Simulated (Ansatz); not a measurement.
## Polymorphs of Al5GaAs6

Theory: Ansatz 0.2.0, DFT PBE, scalar-relativistic, plane waves, PAW. Settings: cutoff 420 eV, Γ-centred meshes spaced at most about 0.3 Å⁻¹ (2π included), Gaussian smearing. No spin polarisation.

The zero of energy is the elements' standard structures at the same level; no fitted shifts are applied.

All energies are static (0 K, no zero-point motion). Larger cells and other orderings weren't all tried, so the list isn't exhaustive. Kohn–Sham gaps at this level usually fall short of measured ones. The reference form of As is held partly by dispersion forces, which this level lacks.

Invented guesses were relaxed alike, and ends that match in structure were merged. ΔE counts from the first row. Coordination counts As atoms around Al and Ga (those within 1.25 times the shortest such distance or 1.15 times the sum of covalent radii). The ends were matched against large subsets of the Crystallography Open Database and the Materials Project, so a missing match doesn't prove that a structure is unreported.

```csv
#,reached from,type and space group,atoms,Å³/atom,coordination,ΔE (meV/atom),gap on mesh (eV),in databases
1,Al and Ga ordered on zinc blende sites,P-4m2 (No. 115),12,23.5,"Al 4, Ga 4",0,1.40,no match
2,Al and Ga ordered on zinc blende sites,Pmm2 (No. 25),12,23.5,"Al 4, Ga 4",0,1.43,no match
3,Al and Ga ordered on wurtzite sites,P31m (No. 157),12,23.5,"Al 4, Ga 4",7,1.35,no match
```

The first two are tied within the noise. The first: Space group P-4m2 (No. 115), tetragonal, a = 4.054 Å, c = 17.182 Å. Al on a site of symmetry 2mm has 4 As at 2.48 Å; around Al on a second site of symmetry 2mm lie 4 As at 2.48 Å; Al on a site of symmetry -4m2 is surrounded by 4 As at 2.48 Å; Ga is surrounded by 4 As at 2.49 Å; As on its first site has 4 Al at 2.48 Å; 2 more sites not described. Its energy over the elements is −0.464 eV/atom. Whether it is stable depends on the other phases of the system, which aren't compared here. An observed structure of this formula, if there is one, may be missing.

```cif
data_structure
_symmetry_space_group_name_H-M 'P-4m2'
_symmetry_Int_Tables_number 115
_cell_length_a 4.0541
_cell_length_b 4.0541
_cell_length_c 17.1817
_cell_angle_alpha 90.000
_cell_angle_beta 90.000
_cell_angle_gamma 90.000
_cell_volume 282.40
loop_
_atom_site_label
_atom_site_type_symbol
_atom_site_symmetry_multiplicity
_atom_site_Wyckoff_symbol
_atom_site_fract_x
_atom_site_fract_y
_atom_site_fract_z
_atom_site_occupancy
Al1 Al 2 e 0.00000 0.00000 0.66689 1
Al2 Al 2 f 0.50000 0.50000 0.83346 1
Al3 Al 1 a 0.00000 0.00000 0.00000 1
Ga1 Ga 1 c 0.50000 0.50000 0.50000 1
As1 As 2 g 0.50000 0.00000 0.91673 1
As2 As 2 g 0.50000 0.00000 0.24983 1
As3 As 2 g 0.00000 0.50000 0.41605 1
```

The second: Space group Pmm2 (No. 25), orthorhombic, a = 4.054 Å, b = 12.158 Å, c = 5.729 Å. Al on a site of symmetry m is surrounded by 4 As at 2.48 Å; Al on a second site of symmetry m has 4 As at 2.48 Å; around Ga lie 4 As at 2.49 Å; around As on a site of symmetry m lie 3 Al at 2.48 Å and 1 Ga at 2.49 Å; 4 more sites not described. Counting As atoms around Al and Ga, the first and the second both have Al 4, Ga 4. Shaken at random and relaxed again, row 1 came back. Cells without such a test can be saddle points.

```yaml
crystal:
  lattice:
    - [4.05417, 0.00000, 0.00000]
    - [0.00000, 12.15807, 0.00000]
    - [0.00000, 0.00000, 5.72935]
  atoms:
    - { symbol: Al, position: [0.00000, 0.83308, 0.00001] }
    - { symbol: Al, position: [0.00000, 0.16692, 0.00001] }
    - { symbol: Al, position: [0.50000, 0.33346, 0.49986] }
    - { symbol: Al, position: [0.00000, 0.50000, 0.00000] }
    - { symbol: Al, position: [0.50000, 0.66655, 0.49986] }
    - { symbol: Ga, position: [0.50000, 0.00000, 0.50009] }
    - { symbol: As, position: [0.50000, 0.83278, 0.75076] }
    - { symbol: As, position: [0.00000, 0.00000, 0.24820] }
    - { symbol: As, position: [0.50000, 0.16722, 0.75076] }
    - { symbol: As, position: [0.00000, 0.33348, 0.25011] }
    - { symbol: As, position: [0.50000, 0.50000, 0.75024] }
    - { symbol: As, position: [0.00000, 0.66652, 0.25011] }
```
